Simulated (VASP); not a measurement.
Crystal: Ta2N.

```xyz
3
Lattice="3.1129 0.0000 0.0000 -1.5564 2.6958 0.0000 0.0000 0.0000 4.8698" Properties=species:S:1:pos:R:3 pbc="T T T"
Ta    0.0000    1.7972    1.2404
Ta    1.5564    0.8986    3.6294
N     0.0000    0.0000    0.0000
```

The cell comes from a database or a generator and needn't be the stable form of this composition.

```yaml
Program: VASP 6.6.1
Task: relaxation of cell and atoms
Functional: RPBE
Dispersion: D4
Potentials_or_basis: VASP PAW PBE potentials, release 64 (Ta_pv, N)
Cutoff: 600 eV
k_mesh: 10 × 10 × 6
Occupations: fermi-dirac, width 0.05 eV
Spin: no spin polarisation
```

At the start: pressure -3.7 GPa; volume 13.62 Å³/atom.

Q: How do energy, volume and symmetry change on relaxing?

A: Over 9 steps the energy falls by 3.4 meV/atom and the volume is 13.42 Å³/atom (-1.5 %); space group P-3m1 (No. 164, to 0.05 Å).

The path:
```csv
step,energy change (eV),largest force (eV/Å),pressure (GPa),volume (Å³)
1,0.0000,0.1153,-3.68,40.87
2,0.0271,0.2835,9.62,39.04
3,-0.0074,0.1728,0.26,40.28
4,-0.0098,0.0117,0.13,40.25
5,-0.0100,0.0420,0.10,40.24
6,-0.0103,0.0023,-0.16,40.28
7,-0.0103,0.0025,-0.16,40.28
8,-0.0103,0.0163,0.32,40.21
9,-0.0103,0.0042,0.01,40.25
```

Final structure:
```yaml
crystal:
  lattice:
    - [3.08415, 0.00000, 0.00000]
    - [-1.54208, 2.67095, 0.00000]
    - [0.00000, 0.00000, 4.88651]
  atoms:
    - { symbol: Ta, position: [0.33333, 0.66667, 0.25692] }
    - { symbol: Ta, position: [0.66667, 0.33333, 0.74308] }
    - { symbol: N, position: [0.00000, 0.00000, 0.00000] }
```

Caveat: the PAW data sets were made with another functional, which shifts forces and pressure a little; pairwise dispersion overbinds metals, which lowers pressure and volume.
